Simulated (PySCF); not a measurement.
Isomers of C4H9N.

All values: CAM-B3LYP/def2-SVPD (PySCF) at GFN2-xTB geometries, gas phase, one conformer each. Core orbitals are frozen in the response; Δα² is half the sum of the squared differences of the principal polarisabilities.

Task: Rank by HOMO energy, highest first.
A. `[NH2:1][CH2:2][CH:3]1[CH2:4][CH2:5]1` with H–N1–C2–C3 -179° and -60°, N1–C2–C3–C4 90°
B. `[CH3:1][CH:2]1[CH2:3][NH:4][CH2:5]1` with C1–C2–C3–N4 -103°, C2–C3–N4–C5 -13°, C3–N4–C5–C2 13°, C1–C2–C5–N4 103°
C. `CN(C)C=C`
D. `[CH2:1]1[CH2:2][CH2:3][NH:4][CH2:5]1` with C5–C1–C2–C3 0°, C1–C2–C3–N4 -23°, C2–C3–N4–C5 38°, C3–N4–C5–C1 -38° (pyrrolidine)
E. `[H]/[N:5]=[CH:4]\[CH2:3][CH2:2][CH3:1]` with C1–C2–C3–C4 64°, C2–C3–C4–N5 -129°

Result: C (-6.95 eV), B (-7.77 eV), D (-8.01 eV), A (-8.32 eV), E (-8.75 eV).

Task: Rank by HOMO–LUMO gap, lowest first.
A. `[CH3:1][CH:2]1[CH2:3][NH:4][CH2:5]1` with C1–C2–C3–N4 -103°, C2–C3–N4–C5 -13°, C3–N4–C5–C2 13°, C1–C2–C5–N4 103°
B. `[CH3:1][NH:2][CH:3]1[CH2:4][CH2:5]1` with C1–N2–C3–C4 -90°
C. `CN(C=C)C`
D. `[CH2:1]1[CH2:2][CH2:3][NH:4][CH2:5]1` with C5–C1–C2–C3 0°, C1–C2–C3–N4 -23°, C2–C3–N4–C5 38°, C3–N4–C5–C1 -38°
E. `[NH2:1][CH2:2][CH:3]1[CH2:4][CH2:5]1` with H–N1–C2–C3 -179° and -60°, N1–C2–C3–C4 90°

Result: C (8.25 eV), A (9.20 eV), D (9.34 eV), B (9.49 eV), E (9.84 eV).

Task: Rank by mean static polarisability, highest first.
A. `[CH2:1]1[CH2:2][CH2:3][NH:4][CH2:5]1` with C5–C1–C2–C3 0°, C1–C2–C3–N4 -23°, C2–C3–N4–C5 38°, C3–N4–C5–C1 -38° (pyrrolidine)
B. `[CH3:1][CH2:2]/[CH:3]=[N:4]\[CH3:5]` with C1–C2–C3–N4 180°
C. `C=CN(C)C`
D. `[CH3:1][NH:2][CH:3]1[CH2:4][CH2:5]1` with C1–N2–C3–C4 -90°

Result: C (9.10 Å³), B (8.55 Å³), D (8.32 Å³), A (8.01 Å³).

All values together:

| SMILES | μ (D) | HOMO (eV) | LUMO (eV) | α (Å³) | Δα (Å³) |
| --- | --- | --- | --- | --- | --- |
| CC1CNC1 | 1.36 | -7.77 | 1.44 | 8.09 | 1.15 |
| C1CCNC1 | 1.34 | -8.01 | 1.33 | 8.01 | 1.00 |
| NCC1CC1 | 1.19 | -8.32 | 1.52 | 8.26 | 1.69 |
| C=CN(C)C | 1.53 | -6.95 | 1.31 | 9.10 | 3.96 |
| CNC1CC1 | 0.99 | -7.92 | 1.57 | 8.32 | 1.81 |
| CC/C=N\C | 2.23 | -8.22 | 1.13 | 8.55 | 3.70 |
| [H]/N=C\CCC | 2.60 | -8.75 | 1.06 | 8.41 | 2.05 |

Conformers: `[CH3:1][CH:2]1[CH2:3][NH:4][CH2:5]1` with C1–C2–C3–N4 -103°, C2–C3–N4–C5 -13°, C3–N4–C5–C2 13°, C1–C2–C5–N4 103°; `[CH2:1]1[CH2:2][CH2:3][NH:4][CH2:5]1` with C5–C1–C2–C3 0°, C1–C2–C3–N4 -23°, C2–C3–N4–C5 38°, C3–N4–C5–C1 -38°; `[NH2:1][CH2:2][CH:3]1[CH2:4][CH2:5]1` with H–N1–C2–C3 -179° and -60°, N1–C2–C3–C4 90°; `[CH3:1][NH:2][CH:3]1[CH2:4][CH2:5]1` with C1–N2–C3–C4 -90°; `[CH3:1][CH2:2]/[CH:3]=[N:4]\[CH3:5]` with C1–C2–C3–N4 180°; `[H]/[N:5]=[CH:4]\[CH2:3][CH2:2][CH3:1]` with C1–C2–C3–C4 64°, C2–C3–C4–N5 -129°.
